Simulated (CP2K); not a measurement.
The system is MgO2.

```xyz
12
Lattice="4.8286 0.0000 0.0000 0.0000 4.8286 0.0000 0.0000 0.0000 4.8286" Properties=species:S:1:pos:R:3 pbc="T T T"
Mg    0.0000    0.0000    0.0000
Mg    2.4143    0.0000    2.4143
Mg    2.4143    2.4143    0.0000
Mg    0.0000    2.4143    2.4143
O     2.8461    4.3968    0.4318
O     4.3968    0.4318    2.8461
O     0.4318    2.8461    4.3968
O     1.9825    1.9825    1.9825
O     2.8461    2.8461    2.8461
O     4.3968    1.9825    0.4318
O     0.4318    4.3968    1.9825
O     1.9825    0.4318    4.3968
```

The cell is a database's computed one.

Base run:

- Program: CP2K 2026.2
- Functional: LDA
- Potentials or basis: POTENTIAL_UZH Mg GTH-PBE-q10, O GTH-PBE-q6; DZVP-MOLOPT-PBE-GTH basis
- Density cutoff: 19048 eV
- k mesh: 4 × 4 × 4
- Occupations: fermi-dirac, width 0.05 eV
- Spin: no spin polarisation

Its results: band gap on the k mesh 3.66 eV, indirect (least direct gap 3.87 eV); pressure 0.6 GPa.

Task: The run is repeated on the same cell with these changes: functional from LDA to r2SCAN. What comes out?

Result: Band gap on the k mesh 4.48 eV, indirect (least direct gap 4.68 eV); pressure 3.9 GPa.

r2SCAN gives the wider gap, since meta-GGAs in the generalised Kohn-Sham scheme recover part of the derivative discontinuity.

Caveats: the potentials were made for another functional, which shifts forces and pressure; the basis of atomic orbitals isn't converged, which shifts pressures, moduli and gaps.

A k mesh can miss the band edges.
